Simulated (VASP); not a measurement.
# SnSe2 in VASP: a series of runs, part 3 of 3

VASP 6.6.1. The steps go on from the part before.

**4. Relaxation of cell and atoms, PBE+D3(BJ)**

File INCAR:

```
  PREC = Accurate
  ENCUT = 600
  EDIFF = 1E-6
  ISMEAR = 0
  SIGMA = 0.03
  LREAL = False
  LASPH = True
  NELM = 80
  ALGO = Normal
  ISIF = 3
  LWAVE = False
  LCHARG = False
  GGA = PE
  IVDW = 12
  IBRION = 2
  NSW = 90
  EDIFFG = -0.01
  LATTICE_CONSTRAINTS = .TRUE. .TRUE. .FALSE.
  KPAR = 4
```

File KPOINTS:

```
Automatic mesh
0
Gamma
  9 9 1
```

File POSCAR:

```
SnSe2
1.0
    3.8110000000      0.0000000000      0.0000000000
   -1.9055000000      3.3004228100      0.0000000000
    0.0000000000      0.0000000000     39.4637280000
Se Sn
8 4
Direct
    0.6666666700      0.3333333300      0.2280575200
    0.3333333300      0.6666666700      0.3054888300
    0.6666666700      0.3333333300      0.3835420700
    0.3333333300      0.6666666700      0.4609733800
    0.6666666700      0.3333333300      0.5390266200
    0.3333333300      0.6666666700      0.6164579300
    0.6666666700      0.3333333300      0.6945111700
    0.3333333300      0.6666666700      0.7719424800
    0.0000000000      0.0000000000      0.2667731700
    0.0000000000      0.0000000000      0.4222577200
    0.0000000000      0.0000000000      0.5777422800
    0.0000000000      0.0000000000      0.7332268300
```

Potentials or basis: VASP PAW PBE potentials, release 64 (Se, Sn_d).

On the command line:

```
$ cat potpaw_PBE.64/Se/POTCAR potpaw_PBE.64/Sn_d/POTCAR > POTCAR
$ mpirun -np 4 vasp_std > vasp.out
```

OUTCAR:

```text
PREC = Accurate
   ENCUT = 600
   EDIFF = 1E-6
   ISMEAR = 0
   LREAL = False
   LASPH = True
   NELM = 80
   ISIF = 3
   GGA = PE
   IVDW = 12
   IBRION = 2
   NSW = 90
   EDIFFG = -0.01
 IVDW          = 12

 ion  position               nearest neighbor table
   1  0.667  0.333  0.228-   9 2.68   9 2.68   9 2.68
   2  0.333  0.667  0.305-   9 2.68   9 2.68   9 2.68
   3  0.667  0.333  0.384-  10 2.68  10 2.68  10 2.68
   4  0.333  0.667  0.461-  10 2.68  10 2.68  10 2.68
   5  0.667  0.333  0.539-  11 2.68  11 2.68  11 2.68
   6  0.333  0.667  0.616-  11 2.68  11 2.68  11 2.68
   7  0.667  0.333  0.695-  12 2.68  12 2.68  12 2.68
   8  0.333  0.667  0.772-  12 2.68  12 2.68  12 2.68
   9  0.000  0.000  0.267-   1 2.68   1 2.68   1 2.68   2 2.68   2 2.68   2 2.68
  10  0.000  0.000  0.422-   3 2.68   3 2.68   3 2.68   4 2.68   4 2.68   4 2.68
  11  0.000  0.000  0.578-   6 2.68   6 2.68   6 2.68   5 2.68   5 2.68   5 2.68
  12  0.000  0.000  0.733-   8 2.68   8 2.68   8 2.68   7 2.68   7 2.68   7 2.68

  LATTYP: Found a hexagonal cell.
 ALAT       =     3.8110000000
 C/A-ratio  =    10.3552159538

  Lattice vectors:

 A1 = (   3.8110000000,   0.0000000000,   0.0000000000)
 A2 = (  -1.9055000000,   3.3004228100,   0.0000000000)
 A3 = (   0.0000000000,   0.0000000000,  39.4637280000)

Analysis of symmetry for initial positions (statically):
=====================================================================
 Subroutine PRICEL returns:
 Original cell was already a primitive cell.

 Routine SETGRP: Setting up the symmetry group for a
 hexagonal supercell.

 Subroutine GETGRP returns: Found 12 space group operations
 (whereof 12 operations were pure point group operations)
 out of a pool of 24 trial point group operations.

The static configuration has the point symmetry D_3d.

Analysis of symmetry for dynamics (positions and initial velocities):
=====================================================================
 Subroutine PRICEL returns:
 Original cell was already a primitive cell.

 Routine SETGRP: Setting up the symmetry group for a
 hexagonal supercell.

 Subroutine GETGRP returns: Found 12 space group operations
 (whereof 12 operations were pure point group operations)
 out of a pool of 24 trial point group operations.

The dynamic configuration has the point symmetry D_3d.

 Subroutine INISYM returns: Found 12 space group operations
 (whereof 12 operations are pure point group operations),
 and found     1 'primitive' translations

----------------------------------------------------------------------------------------

                                     Primitive cell

  volume of cell :     496.3713

  direct lattice vectors                    reciprocal lattice vectors
     3.811000000  0.000000000  0.000000000     0.262398321  0.151495741  0.000000000
    -1.905500000  3.300422810  0.000000000     0.000000000  0.302991482  0.000000000
     0.000000000  0.000000000 39.463728000     0.000000000  0.000000000  0.025339725

  length of vectors
     3.811000000  3.810999997 39.463728000     0.302991482  0.302991482  0.025339725

  position of ions in fractional coordinates (direct lattice)
     0.666666670  0.333333330  0.228057520
     0.333333330  0.666666670  0.305488830
     0.666666670  0.333333330  0.383542070
     0.333333330  0.666666670  0.460973380
     0.666666670  0.333333330  0.539026620
     0.333333330  0.666666670  0.616457930
     0.666666670  0.333333330  0.694511170
     0.333333330  0.666666670  0.771942480
     0.000000000  0.000000000  0.266773170
[... 42 lines left out ...]

 Found     12 irreducible k-points:

 Following reciprocal coordinates:
            Coordinates               Weight
  0.000000  0.000000  0.000000      1.000000
  0.111111  0.000000  0.000000      6.000000
  0.222222 -0.000000  0.000000      6.000000
  0.333333  0.000000  0.000000      6.000000
  0.444444 -0.000000  0.000000      6.000000
  0.111111  0.111111  0.000000      6.000000
  0.222222  0.111111  0.000000     12.000000
  0.333333  0.111111  0.000000     12.000000
  0.444444  0.111111  0.000000      6.000000
  0.222222  0.222222  0.000000      6.000000
  0.333333  0.222222  0.000000     12.000000
  0.333333  0.333333  0.000000      2.000000
   k-points           NKPTS =     12   k-points in BZ     NKDIM =     12   number of bands    NBANDS=     62
   number of dos      NEDOS =    301   number of ions     NIONS =     12
   total plane-waves  NPLWV = 288000
   dimension x,y,z NGX =    30 NGY =   30 NGZ =  320
   dimension x,y,z NGXF=    60 NGYF=   60 NGZF=  640
   ions per type =               8   4
   NGX,Y,Z   is equivalent  to a cutoff of  13.09, 13.09, 13.48 a.u.
   NGXF,Y,Z  is equivalent  to a cutoff of  26.17, 26.17, 26.96 a.u.
 SYSTEM =  unknown system
   PREC   = accura    normal or accurate (medium, high low for compatibility)
   ISTART =      0    job   : 0-new  1-cont  2-samecut
   ICHARG =      2    charge: 1-file 2-atom 10-const
   ISPIN  =      1    spin polarized calculation?
   LNONCOLLINEAR =      F non collinear calculations
   LSORBIT =      F    spin-orbit coupling
   LASPH  =      T    aspherical Exc in radial PAW
   ENCUT  =  600.0 eV  44.10 Ry    6.64 a.u.   7.61  7.61 78.82*2*pi/ulx,y,z
   NELM   =     80;   NELMIN=  2; NELMDL= -5     # of ELM steps
   EDIFF  = 0.1E-05   stopping-criterion for ELM
   LREAL  =      F    real-space projection
   EDIFFG = -.1E-01   stopping-criterion for IOM
   NSW    =     90    number of steps for IOM
   IBRION =      2    ionic relax: 0-MD 1-quasi-New 2-CG
   NFREE  =      1    steps in history (QN), initial steepest desc. (CG)
   ISIF   =      3    stress and relaxation
   ISYM   =      2    0-nonsym 1-usesym 2-fastsym
   POTIM  = 0.5000    time-step for ionic-motion
   TEBEG  =    0.0;   TEEND  =   0.0 temperature during run
   PSTRESS=    0.0 pullay stress
   NELECT =     104.0000    total number of electrons
   NUPDOWN=      -1.0000    fix difference up-down
   EMIN   =  10.00;   EMAX   =-10.00  energy-range for DOS
   EFERMI =   0.00;   METHOD = LEGACY
   ISMEAR =     0;   SIGMA  =   0.03  broadening in eV -4-tet -1-fermi 0-gaus
   EFERMI_NEDOS =   21; number of points for ismear=-14 and -15
   IALGO  =     38    algorithm
   IMIX   =      4    mixing-type and parameters
     AMIX     =   0.40;   BMIX     =  1.00
     AMIX_MAG =   1.60;   BMIX_MAG =  1.00
  volume/ion in A,a.u.               =      41.36       279.14
  Fermi-wavevector in a.u.,A,eV,Ry     =   0.972338  1.837452 12.863497  0.945440
  Thomas-Fermi vector in A             =   2.102628
   LORBIT       =      0    0 simple, 1 ext, 2 COOP (PROOUT), +10 PAW based schemes
   GGA     = PE    functional components
   LHFCALC =     F    Hartree Fock is set to
   AEXX    =    0.0000 exact exchange contribution
   IVDW    =    12    specifies the selected vdW correction
   LEPSILON=     F    determine dielectric tensor
   LRPA    =     F    only Hartree local field effects (RPA)
 conjugate gradient relaxation of ions
 non-spin polarized calculation
 Gauss-broadening in eV      SIGMA  =   0.03
  energy-cutoff  :      600.00
  volume of cell :      496.37
 maximum number of plane-waves:     16711
   NGX = 15   NGY = 15   NGZ =157

--------------------------------------- Ionic step        1  -------------------------------------------

 number of electron     103.9999985 magnetization

 Free energy of the ion-electron system (eV)
  ---------------------------------------------------
  ext. energy  EPLUGINS =         0.00000000
  ---------------------------------------------------
  free energy    TOTEN  =       -47.01971224 eV

  energy without entropy =      -47.01971224  energy(sigma->0) =      -47.01971224

------------------------ aborting loop because EDIFF is reached ----------------------------------------

 Edisp (eV)   -4.00972

 E8    (eV) :    -1.7817
[... 135 lines left out ...]
  FREE ENERGIE OF THE ION-ELECTRON SYSTEM (eV)
  ---------------------------------------------------
  free  energy   TOTEN  =       -51.2227011157 eV

  energy  without entropy=      -51.2227011157  energy(sigma->0) =      -51.22270112

[... ionic steps 4 to 42 ...]

--------------------------------------- Ionic step       43  -------------------------------------------

 number of electron     103.9999975 magnetization

------------------------ aborting loop because EDIFF is reached ----------------------------------------
[... 95 lines left out ...]
--------------------------------------- Ionic step       45  -------------------------------------------

 number of electron     103.9999976 magnetization

 Free energy of the ion-electron system (eV)
  ---------------------------------------------------
  ext. energy  EPLUGINS =         0.00000000
  ---------------------------------------------------
  free energy    TOTEN  =       -47.29135696 eV

  energy without entropy =      -47.29135696  energy(sigma->0) =      -47.29135696

 E-fermi :   0.4948     XC(G=0):  -6.1198

 val. band max:        0.3320054700   @ k =   0.1111   0.1111   0.0000
 cond. band min:       0.9065484852   @ k =   0.4444  -0.0000   0.0000
 fundamental gap:      0.5745430153
 Fermi energy:         0.4947676792

 k-point     1 :       0.0000    0.0000    0.0000
  band No.  band energies     occupation
      1     -20.9437      2.00000
      2     -20.9437      2.00000
      3     -20.9437      2.00000
      4     -20.9437      2.00000
      5     -20.9386      2.00000
      6     -20.9386      2.00000
[... 812 lines left out ...]
  FREE ENERGIE OF THE ION-ELECTRON SYSTEM (eV)
  ---------------------------------------------------
  free  energy   TOTEN  =       -51.2956302282 eV

  energy  without entropy=      -51.2956302282  energy(sigma->0) =      -51.29563023

 reached required accuracy - stopping structural energy minimisation
```

Wall time 38 min (4 MPI ranks of Intel Xeon 6975P-C (Granite Rapids), shared host); peak memory 0.94 GiB.

What came out:

```yaml
Free_energy: -51.2956 eV
Relaxed_volume: 41.91 Å³/atom
Relaxed_cell: a = 3.836 Å, b = 3.836 Å, c = 39.464 Å, α = 90.00°, β = 90.00°, γ = 120.00°
Space_group_after_relaxing_to_0.05_Å: P-3m1 (No. 164)
Energy_gained_by_relaxing: 22.2 meV/atom
Ionic_steps: 45
Largest_force_after_relaxing: 0.007 eV/Å
Band_gap_on_the_k_mesh: 0.57 eV, indirect (least direct gap 0.86 eV)
Dispersion_energy_per_atom: -0.334 eV
```

Forces on the atoms (eV/Å):
```
Se   0.000  0.000  0.005
Se   0.000  0.000  0.000
Se   0.000  0.000  0.002
Se   0.000  0.000 -0.007
Se   0.000  0.000  0.007
Se   0.000  0.000 -0.002
Se   0.000  0.000  0.000
Se   0.000  0.000 -0.005
Sn   0.000  0.000  0.006
Sn   0.000  0.000 -0.001
Sn   0.000  0.000  0.001
Sn   0.000  0.000 -0.006
```

The path:
| step | energy change (eV) | largest force (eV/Å) | pressure (GPa) | volume (Å³) |
| --- | --- | --- | --- | --- |
| 1 | 0.0000 | 0.8340 | 2.10 | 496.37 |
| 3 | -0.1933 | 0.2769 | -0.20 | 514.07 |
| 5 | -0.2587 | 0.0269 | -0.03 | 500.65 |
| 7 | -0.2589 | 0.0203 | -0.10 | 501.64 |
| 9 | -0.2590 | 0.0187 | -0.10 | 501.50 |
| 11 | -0.2594 | 0.0451 | -0.06 | 501.04 |
| 13 | -0.2596 | 0.0429 | -0.07 | 501.17 |
| 15 | -0.2603 | 0.0349 | -0.11 | 501.76 |
| 17 | -0.2609 | 0.0721 | -0.16 | 502.55 |
| 19 | -0.2616 | 0.0657 | -0.15 | 502.58 |
| 21 | -0.2635 | 0.0482 | -0.08 | 502.70 |
| 23 | -0.2639 | 0.0379 | -0.04 | 502.77 |
| 25 | -0.2642 | 0.0233 | -0.03 | 502.64 |
| 27 | -0.2643 | 0.0189 | -0.03 | 502.66 |
| 29 | -0.2646 | 0.0173 | -0.05 | 502.91 |
| 31 | -0.2647 | 0.0705 | -0.16 | 504.03 |
| 33 | -0.2649 | 0.0458 | -0.12 | 503.50 |
| 35 | -0.2651 | 0.0436 | -0.10 | 503.39 |
| 37 | -0.2658 | 0.0346 | -0.06 | 502.94 |
| 39 | -0.2661 | 0.0248 | -0.01 | 502.45 |
| 41 | -0.2661 | 0.0175 | -0.01 | 502.51 |
| 43 | -0.2662 | 0.0165 | -0.02 | 502.71 |
| 45 | -0.2662 | 0.0065 | -0.03 | 502.94 |

Final structure:
```
Se Sn
1.0
     3.83613    0.00000    0.00000
    -1.91807    3.32219    0.00000
     0.00000    0.00000   39.46373
Se Sn
8 4
Direct
  0.66667 0.33333 0.23008
  0.33333 0.66667 0.31107
  0.66667 0.33333 0.38305
  0.33333 0.66667 0.46401
  0.66667 0.33333 0.53599
  0.33333 0.66667 0.61695
  0.66667 0.33333 0.68893
  0.33333 0.66667 0.76992
  0.00000 0.00000 0.27056
  0.00000 0.00000 0.42353
  0.00000 0.00000 0.57647
  0.00000 0.00000 0.72944
```

Caveat: spin-orbit coupling is left out, which moves the levels of the heavy elements.

**5. Relaxation of cell and atoms, PBE+D3(BJ)**

This run uses another cell than the first one, of 41.91 Å³/atom, 1.013 times its volume.

Changes to INCAR since step 4:

```diff
@@ -2,3 +2,3 @@
   ENCUT = 600
-  EDIFF = 1E-6
+  EDIFF = 1E-7
   ISMEAR = 0
@@ -16,3 +16,3 @@
   NSW = 90
-  EDIFFG = -0.01
+  EDIFFG = -0.005
   LATTICE_CONSTRAINTS = .TRUE. .TRUE. .FALSE.
```

KPOINTS is that of step 4.

File POSCAR:

```
SnSe2                                   
1.0
    3.8361303993      0.0000000000      0.0000000000
   -1.9180651996      3.3221863741      0.0000000000
    0.0000000000      0.0000000000     39.4637280000
  Se              Sn            
     8     4
Direct
     0.6666666699999979    0.3333333300000021    0.2300761494300451
     0.3333333300000021    0.6666666699999979    0.3110716576913040
     0.6666666699999979    0.3333333300000021    0.3830455958866722
     0.3333333300000021    0.6666666699999979    0.4640071256563369
     0.6666666699999979    0.3333333300000021    0.5359928743436627
     0.3333333300000021    0.6666666699999979    0.6169544041133277
     0.6666666699999979    0.3333333300000021    0.6889283423086960
     0.3333333300000021    0.6666666699999979    0.7699238505699550
     0.0000000000000000    0.0000000000000000    0.2705561677769700
     0.0000000000000000    0.0000000000000000    0.4235267926412907
     0.0000000000000000    0.0000000000000000    0.5764732073587092
     0.0000000000000000    0.0000000000000000    0.7294438322230300
```

On the command line:

```
$ cat potpaw_PBE.64/Se/POTCAR potpaw_PBE.64/Sn_d/POTCAR > POTCAR
$ mpirun -np 4 vasp_std > vasp.out
```

Run time: 4 min. Hardware: 4 MPI ranks of Intel Xeon 6975P-C (Granite Rapids), shared host; peak memory 0.92 GiB.

Results (log left out):

```yaml
Free_energy: -51.2959 eV
Relaxed_volume: 41.90 Å³/atom
Relaxed_cell: a = 3.836 Å, b = 3.836 Å, c = 39.464 Å, α = 90.00°, β = 90.00°, γ = 120.00°
Space_group_after_relaxing_to_0.05_Å: P-3m1 (No. 164)
Energy_gained_by_relaxing: 0.0 meV/atom
Ionic_steps: 2
Largest_force_after_relaxing: 0.004 eV/Å
Band_gap_on_the_k_mesh: 0.58 eV, indirect (least direct gap 0.86 eV)
Dispersion_energy_per_atom: -0.334 eV
```

Forces on the atoms (eV/Å):
```
Se   0.000  0.000  0.004
Se   0.000  0.000  0.004
Se   0.000  0.000  0.000
Se   0.000  0.000 -0.003
Se   0.000  0.000  0.003
Se   0.000  0.000  0.000
Se   0.000  0.000 -0.004
Se   0.000  0.000 -0.004
Sn   0.000  0.000  0.003
Sn   0.000  0.000 -0.002
Sn   0.000  0.000  0.002
Sn   0.000  0.000 -0.003
```

Final structure:
```yaml
crystal:
  lattice:
    - [3.83569, 0.00000, 0.00000]
    - [-1.91785, 3.32181, 0.00000]
    - [0.00000, 0.00000, 39.46373]
  atoms:
    - { symbol: Se, position: [0.66667, 0.33333, 0.23008] }
    - { symbol: Se, position: [0.33333, 0.66667, 0.31107] }
    - { symbol: Se, position: [0.66667, 0.33333, 0.38305] }
    - { symbol: Se, position: [0.33333, 0.66667, 0.46400] }
    - { symbol: Se, position: [0.66667, 0.33333, 0.53600] }
    - { symbol: Se, position: [0.33333, 0.66667, 0.61695] }
    - { symbol: Se, position: [0.66667, 0.33333, 0.68893] }
    - { symbol: Se, position: [0.33333, 0.66667, 0.76992] }
    - { symbol: Sn, position: [0.00000, 0.00000, 0.27057] }
    - { symbol: Sn, position: [0.00000, 0.00000, 0.42353] }
    - { symbol: Sn, position: [0.00000, 0.00000, 0.57647] }
    - { symbol: Sn, position: [0.00000, 0.00000, 0.72943] }
```

Levels at points of the mesh, in eV from the valence-band top:
| k point | band 49 | band 50 | band 51 | band 52 | band 53 | band 54 | band 55 | band 56 |
| --- | --- | --- | --- | --- | --- | --- | --- | --- |
| (0.00, 0.00, 0.00) | -0.20 | -0.20 | -0.17 | -0.17 | 1.01 | 1.47 | 1.97 | 2.35 |

Caveat: spin-orbit coupling is left out, which moves the levels of the heavy elements.
